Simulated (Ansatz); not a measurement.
## What a change of settings does to a run on Hf

The geometry is COD entry 1522789, unchecked; take it as a test cell.

First run: DFT, PBE, all-electron LAPW, non-relativistic (Ansatz 0.2.0).

Command: `ansatz run input.yaml --threads 1 --pin off --max-ram 2048MiB --backend cpu --events-out ev --progress --plain --runs-dir out` The run took 15 s on 1 thread of Arm Neoverse V2 (shared host), peak memory 0.33 GiB.

```yaml
crystal:
  lattice:
    - [-1.805, 1.805, 1.805]
    - [1.805, -1.805, 1.805]
    - [1.805, 1.805, -1.805]
  atoms:
    - { symbol: Hf, position: [0.0, 0.0, 0.0] }
kpoints:
  mp_grid: { grid: [16, 16, 16] }
  band_path:
    path:
      - [0.0, 0.0, 0.0]
      - [0.5, -0.5, 0.5]
      - [0.0, 0.0, 0.5]
      - [0.0, 0.0, 0.0]
      - [0.25, 0.25, 0.25]
      - [0.5, -0.5, 0.5]
      - [0.25, 0.25, 0.25]
      - [0.0, 0.0, 0.5]
    npoints: 5
scf:
  occupations: { method: fermi_dirac, width: 0.08 }
hamiltonian:
  xc: pbe
  pseudopotentials:
    kind: all_electron
    lapw: { basis_error: 0.001 }
    relativity: none
output:
  forces: true
  stress: true
  eigenvalues: true
```

Result: converged; pressure -1.85 GPa; no gap on the k mesh; 8 SCF iterations.

No spin–orbit coupling, which matters for the heavy atoms here.

The input is then changed:

```diff
@@ -27,4 +27,5 @@
     lapw: { basis_error: 0.001 }
     relativity: none
+  dispersion: d4
 output:
   forces: true
```

(1) What does the second run give?

Answers

(1) It converged; pressure -3.22 GPa; no gap on the k mesh; 8 SCF iterations.
